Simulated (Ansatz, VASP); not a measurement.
Two plane-wave programs on InP

File POSCAR:

```
InP
1.0
    0.0000000000      3.0114967363      3.0114967363
    3.0114967363      0.0000000000      3.0114967363
    3.0114967363      3.0114967363      0.0000000000
In P
1 1
Direct
    0.0000000000      0.0000000000      0.0000000000
    0.2500000000      0.2500000000      0.2500000000
```

INCAR.step1

```
SYSTEM = InP
PREC = Accurate ; ENCUT = 520
ISMEAR = 0 ; SIGMA = 0.02
LREAL = .False. ; LASPH = .True.
NELM = 60 ; NBANDS = 16
GGA = PE ; ALGO = Normal
EDIFF = 1E-4 ; LWAVE = .True.
LCHARG = .False.
```

INCAR.step2

```
SYSTEM = InP
PREC = Accurate ; ENCUT = 520
EDIFF = 1E-6 ; ISMEAR = 0
SIGMA = 0.02 ; LREAL = .False.
LASPH = .True. ; NELM = 60
ALGO = Normal ; ISIF = 2
LWAVE = .False. ; LCHARG = .False.
METAGGA = R2SCAN ; LMIXTAU = .True.
NBANDS = 16 ; ISTART = 1
```

KPOINTS

```
regular mesh
0
Gamma
  8 8 8
  0 0 0
```

Input for Ansatz:

```yaml
crystal:
  lattice:
    - [0.0, 3.0114967544, 3.0114967544]
    - [3.0114967544, 0.0, 3.0114967544]
    - [3.0114967544, 3.0114967544, 0.0]
  atoms:
    - { symbol: In, position: [0.0, 0.0, 0.0] }
    - { symbol: P, position: [0.25, 0.25, 0.25] }
basis:
  ecutwfc: 500
kpoints:
  mp_grid: { grid: [8, 8, 8] }
hamiltonian:
  xc: r2scan
scf:
  occupations: { method: gaussian, width: 0.02 }
output:
  forces: true
  stress: true
  eigenvalues: true
```

Alike in both runs: task single point; functional r2SCAN; k mesh 8 × 8 × 8; occupations gaussian, width 0.02 eV; no spin polarisation.

|  | VASP | Ansatz |
| --- | --- | --- |
| version | VASP 6.6.1 | Ansatz 0.2.0 |
| potentials or method | VASP PAW PBE potentials, release 64 (In_d, P) | scalar-relativistic, plane waves, PAW |
| plane-wave cutoff (eV) | 520 | 500 |
| valence electrons in the cell | 18 | 18 |

```tsv
	VASP	Ansatz	Ansatz less VASP
gap on the k mesh at the Fermi level (eV)	0.69	0.69	-0.002
least direct gap on the mesh (eV)	0.69	0.69	-0.002
pressure (GPa)	-3.6	-3.5	+0.08
```

With one functional, cell and mesh, what is left measures potentials, basis and numerics.

Caveats: the PAW data sets were made with another functional, which shifts forces and pressure a little (VASP); spin-orbit coupling is left out, which moves the levels of the heavy elements. r2SCAN opens gaps a little over a GGA but as a rule still falls short of measured ones.
